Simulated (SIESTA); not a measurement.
Crystal: Sb.

```
Sb
1.0
     3.16000    0.00000    0.00000
     0.00000    3.16000    0.00000
     0.00000    0.00000    3.16000
Sb
1
Direct
  0.00000 0.00000 0.00000
```

This isn't the form of Sb at room conditions, which is rhombohedral.

```yaml
Program: SIESTA 5.4.2
Task: single point
Functional: PBEsol
Potentials_or_basis: PseudoDojo 0.4 standard (PBEsol files)
Basis: DZP (energy shift 0.003 Ry; two zetas on semicore shells)
Grid_cutoff: 500 Ry
Energy_shift: 0.003 Ry
k_mesh: 8 × 8 × 8
Occupations: fermi-dirac, width 0.05 eV
Spin: no spin polarisation
```

On this cell: pressure -3.8 GPa; band gap on the k mesh none (metal or under the smearing width).

The same run follows on a disturbed copy (cell strained at random at fixed volume):

```
Sb
1.0
     3.18307   -0.00916   -0.07927
    -0.00916    3.13721   -0.05653
    -0.07927   -0.05653    3.16292
Sb
1
Direct
  0.00350 0.00307 0.97826
```

What changes?

The energy (extrapolated to zero smearing) moves by +1.3 meV/atom; pressure -4.0 GPa; band gap on the k mesh none (metal or under the smearing width).

Stress tensor (GPa, compression positive):
```
-4.76 -0.10  0.47
-0.10 -2.91  0.06
 0.47  0.06 -4.21
```

Caveats: the basis of atomic orbitals isn't converged, which shifts pressures, moduli and gaps.
